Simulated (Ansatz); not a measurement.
The reference is ZnTe in the zinc blende structure (space group F-43m, No. 216).

```
CELL_PARAMETERS angstrom
      0.00000     3.05735     3.05735
      3.05735     0.00000     3.05735
      3.05735     3.05735     0.00000
ATOMIC_POSITIONS crystal
  Te 0.75000 0.75000 0.75000
  Zn 0.00000 0.00000 0.00000
```

Method: Ansatz (an electronic-structure program), r2SCAN, PAW, cutoff 500 eV, spin-orbit coupling left out, earlier PAW set.

Before the change:

| Quantity | Value |
|---|---|
| Valley order | Γ 1.78 eV; L along ⟨111⟩ 2.20 eV; a point along ⟨100⟩, about 0.9 Å⁻¹ from Γ 2.55 eV |
| Hole mass | 0.11, 0.45, 0.45 mₑ (at Γ) |

It is then changed as follows: cell and atoms relaxed at a pressure of 15 GPa.

**Question.** Predict the new valley order and hole mass.

**Answer.** The valley order (the lowest conduction-band minima on the path, energy above the VBM, named in the base's zone) changes from Γ 1.78 eV; L along ⟨111⟩ 2.20 eV; a point along ⟨100⟩, about 0.9 Å⁻¹ from Γ 2.55 eV to a point along ⟨100⟩, about 0.9 Å⁻¹ from Γ 2.10 eV; L along ⟨111⟩ 2.47 eV; Γ 2.84 eV; the hole mass (degenerate bands, along [100]) goes from 0.11, 0.45, 0.45 mₑ (at Γ) to 0.14, 0.33, 0.33 mₑ (at Γ).

Spin-orbit coupling, missing from the scalar runs, can matter with Te. The levels and masses belong to the bands next to the band gap. Load acts through the strain it causes; cell and atoms are relaxed under it. Masses are band curvatures over ±0.01 Å⁻¹ around the edge. No phonon test of stability was made. Measured, ZnTe leaves this structure (for cinnabar) near 9.5 GPa (temperature not stated; as listed in Datta, Sujoy, Jana, Debnarayan, arXiv (2020)), on rising pressure, with hysteresis.
